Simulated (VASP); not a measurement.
VASP input:

### KPOINTS
```
Automatic mesh
0
Gamma
5 5 5
0 0 0
```

### INCAR
```
SYSTEM = CsI
PREC = Accurate
ENCUT = 400
EDIFF = 1E-6
NELM = 100
ALGO = Normal
LREAL = .FALSE.
LASPH = .TRUE.
ISMEAR = 1
SIGMA = 0.8
GGA = PE
LMAXMIX = 4
LWAVE = .FALSE.
LCHARG = .FALSE.
ISIF = 2
```

POSCAR:
```
CsI
1
    4.5700000000     0.0000000000     0.0000000000
    0.0000000000     4.5700000000     0.0000000000
    0.0000000000     0.0000000000     4.5700000000
Cs I
1 1
Direct
  0.0000000000   0.0000000000   0.0000000000
  0.5000000000   0.5000000000   0.5000000000
```

POTCAR, in this order: Cs_sv I (PBE.64 set). Program: vasp_std.

Does this input run properly? What does VASP do?

There is a fault: SIGMA is far too large. The run ends without an error. Against the sound run, the energy per atom (σ→0) goes up by 0.014 eV/atom; the pressure falls by 0.16 GPa; the band gap increases by 0.01 eV.

**standard output**
```
 POSCAR found type information on POSCAR CsI
 POSCAR found :  2 types and       2 ions
 Reading from existing POTCAR
 Reading from existing POTCAR
 LDA part: xc-table for (Slater+PW92), standard interpolation
 POSCAR, INCAR and KPOINTS ok, starting setup
 WAVECAR not read
 entering main loop
       N       E                     dE             d eps       ncg     rms          rms(c)
DAV:   1     0.821217514378E+02    0.82122E+02   -0.50680E+03   240   0.877E+02
DAV:   2     0.972003914983E+00   -0.81150E+02   -0.77432E+02   360   0.151E+02
DAV:   3    -0.540207459944E+01   -0.63741E+01   -0.63555E+01   304   0.482E+01
DAV:   4    -0.548524914530E+01   -0.83175E-01   -0.83156E-01   284   0.712E+00
DAV:   5    -0.548623909181E+01   -0.98995E-03   -0.98991E-03   312   0.809E-01    0.159E+00
DAV:   6    -0.537342911838E+01    0.11281E+00   -0.15169E-01   272   0.187E+00    0.121E+00
DAV:   7    -0.534997746752E+01    0.23452E-01   -0.13360E-01   268   0.180E+00    0.577E-01
DAV:   8    -0.535321162842E+01   -0.32342E-02   -0.93708E-03   272   0.625E-01    0.831E-02
DAV:   9    -0.535358434821E+01   -0.37272E-03   -0.83617E-04   276   0.199E-01    0.751E-02
DAV:  10    -0.535367497637E+01   -0.90628E-04   -0.13467E-04   288   0.783E-02    0.137E-02
DAV:  11    -0.535367167447E+01    0.33019E-05   -0.41082E-05   268   0.322E-02    0.571E-03
DAV:  12    -0.535367209150E+01   -0.41703E-06   -0.39250E-06   268   0.139E-02
   1 F= -.53536721E+01 E0= -.54001471E+01  d E =0.139425E+00
```

OUTCAR:
```
------------------------ aborting loop because EDIFF is reached ----------------------------------------
  FORCE on cell =-STRESS in cart. coord.  units (eV):
  Direction    XX          YY          ZZ          XY          YZ          ZX
  --------------------------------------------------------------------------------------
  Total        0.3573097      0.3573097      0.3573097     -0.0000000     -0.0000000      0.0000000
  in kB        5.9980049      5.9980049      5.9980049     -0.0000000     -0.0000000      0.0000000
  external PRESSURE =       5.9980049 kB  Pullay stress =       0.0000000 kB
  volume of cell :       95.44
      direct lattice vectors                 reciprocal lattice vectors
     4.570000000  0.000000000  0.000000000     0.218818381  0.000000000  0.000000000
     0.000000000  4.570000000  0.000000000     0.000000000  0.218818381  0.000000000
     0.000000000  0.000000000  4.570000000     0.000000000  0.000000000  0.218818381
 POSITION                                       TOTAL-FORCE (eV/Angst)
 -----------------------------------------------------------------------------------
      0.00000      0.00000      0.00000         0.000000      0.000000      0.000000
      2.28500      2.28500      2.28500         0.000000      0.000000      0.000000
 -----------------------------------------------------------------------------------
    total drift:                               -0.000000     -0.000000     -0.000000
  FREE ENERGIE OF THE ION-ELECTRON SYSTEM (eV)
  ---------------------------------------------------
  free  energy   TOTEN  =        -5.3536720915 eV

  energy  without entropy=       -5.4930971500  energy(sigma->0) =       -5.40014711
```
(Selected blocks of OUTCAR.)

To mend it, set ISMEAR = 0, set SIGMA = 0.05.

The mended run (PBE GGA, plane waves, VASP's PBE PAW potentials (set 64)) converges, and its OSZICAR ends with
```
   1 F= -.54278723E+01 E0= -.54278723E+01  d E =-.165637E-12
```

The compound is CsI in the CsCl type structure. The cell was not relaxed at this level.
